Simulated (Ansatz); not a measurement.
input.yaml (Ansatz)

```yaml
crystal:
  lattice:
    - [0.0, 1.9416699042, 1.9416699042]
    - [1.9416699042, 0.0, 1.9416699042]
    - [1.9416699042, 1.9416699042, 0.0]
  atoms:
    - { symbol: B, position: [0.125, 0.125, 0.125] }
    - { symbol: B, position: [0.875, 0.875, 0.875] }
hamiltonian:
  xc: pbe
  pseudopotentials:
    kind: paw
    azcp:
      B: "pseudopotentials/B.paw.azcp"
basis:
  ecutwfc: 420
  fft_grid_basis: typed
kpoints:
  mp_grid: { grid: [22, 22, 22], shift: [0, 0, 0] }
magnetization:
  spin_polarized: false
scf:
  occupations: { method: fermi_dirac, width: 0.1 }
output:
  stress: true
```

and its output:

```
Engine: ansatz 0.2.0, x86_64-unknown-linux-gnu
Pseudopotentials: kind: paw
Pseudopotential: B, paw, valence charge 3, recommended cutoff 420 eV (normal) 
Functional definition: PBE
  parameter kappa = 0.804
  parameter beta = 0.06672455060314922
  exchange = pbe_x(kappa = kappa, mu = beta*pi^2/3)
  correlation = pbe_c(beta = beta)
Crystal: 2 atoms, lattice volume = 14.641 Å³
Basis set: ecut = 420 eV, 283 PW (Γ)
Bands: 7, of which v1, the nominal top of the filled ones, is band 3 counted from 1 (2 counted from 0)
Symmetry: 48 space group operations
Space group: Fd-3m (ITA 227), of the structure as read, at distance tolerance 2.4e-5 Å
k-points: 328 of 10648
Non-local potential: B, projectors of the file, l = 0: 2, l = 1: 2, l = 2: 1
PAW form: soft (Blöchl's): semilocal exchange-correlation on the pseudo side does not see the compensation charge
PAW one-centre angular grid: B, 110 points (default); XC on 64 Gauss nodes
Initial density: superposition of atomic densities (neutral atoms: chi_scale 0, normalization atom), corrected by the library's trained network
Initial wavefunctions: pseudopotential atomic-orbital guess
Functional: x = pbe(κ = 0.804, μ = 0.2195149727645171), c = pbe(β = 0.06672455060314922)
SCF iter   1: F=—  HF=-309.789335 eV  |F-HF|=—  |Δ(HF+E_count)|=         —  Δρ=1.32e-3  dr2=8.50e-5  ethr=1.77e-3  ⟨swp⟩=4.6  Hψ=15517  notcnv=0
SCF iter   2: F=—  HF=-309.789270 eV  |F-HF|=—  |Δ(HF+E_count)|=   6.50e-5  Δρ=5.70e-4  dr2=1.04e-5  ethr=1.42e-6  ⟨swp⟩=2.2  Hψ=5848  notcnv=0
SCF iter   3: F=—  HF=-309.789297 eV  |F-HF|=—  |Δ(HF+E_count)|=   2.74e-5  Δρ=6.11e-5  dr2=9.74e-8  ethr=1.73e-7  ⟨swp⟩=2.0  Hψ=3218  notcnv=0
iter 4 did not close the SCF: its close was put off for the readings that it lacked (scf_convergence_deferred on its scf_iter line)
SCF iter   4: F=-309.789298 eV  HF=-309.789298 eV  |F-HF|=1.54e-9  |Δ(HF+E_count)|=   3.07e-7  Δρ=6.48e-6  dr2=1.77e-9  ethr=1.62e-9  ⟨swp⟩=2.7  Hψ=3302  notcnv=0
iter 5 did not close the SCF: its close was put off for the readings that it lacked (scf_convergence_deferred on its scf_iter line)
SCF iter   5: F=-309.789298 eV  HF=-309.789298 eV  |F-HF|=1.24e-11  |Δ(HF+E_count)|=   1.60e-9  Δρ=5.26e-7  dr2=1.09e-11  ethr=2.95e-11  ⟨swp⟩=2.1  Hψ=3258  notcnv=0
SCF iter   6: F=-309.789298 eV  HF=-309.789298 eV  |F-HF|=1.14e-13  |Δ(HF+E_count)|=  1.39e-11  Δρ=3.50e-8  dr2=6.36e-14  ethr=1.00e-12  ⟨swp⟩=1.0  Hψ=5550  notcnv=0
SCF 1 converged in 6 iterations: F = -309.789298 eV  dr2 = 6.36e-14
SCF converged after 6 iterations
Free energy (F): -309.789298 eV
Harris-Foulkes:  -309.789298 eV  (|F-HF|=1.14e-13)
Internal energy: -309.763891 eV  (E = F + TS)
E sigma→0 (E₀):  -309.776594 eV
Entropy (-TS):   -0.025407 eV (-12.704 meV/atom)
Fermi energy:    7.909661 eV
--- Per-component energies (eV) ---
  E_band       = 17.405820
  E_kinetic    = 96.662555
  E_local      = -39.140098  (includes V_loc(G=0)·N_el)
  E_nonlocal   = 26.529804
  E_hartree    = 7.400368
  E_xc         = -63.951584
  E_vxc        = -75.823547  (∫ρ·V_xc dr)
  E_paw        = -157.493940  (= ΣΔE_a)
  E_vpaw       = -5.623624  (= ΣTr[D̂ρ^β])
  E_aug_tail   = -0.000006  (compensation charges beyond the density's cutoff)
  E_ewald      = -179.770989
  E_smearing   = -0.025407  (= −TS)
  E_closure    = 0.000000  (closes the sum)
  Σ components = -309.789298   (vs F -309.789298, Δ=0.00e0)
--- Stress (GPa, compression-positive) ---
       28.205659       0.000000       0.000000
        0.000000      28.205659      -0.000000
       -0.000000      -0.000000      28.205659
  P = ⅓ Tr σ = 28.2057 GPa (282.057 kbar)
```
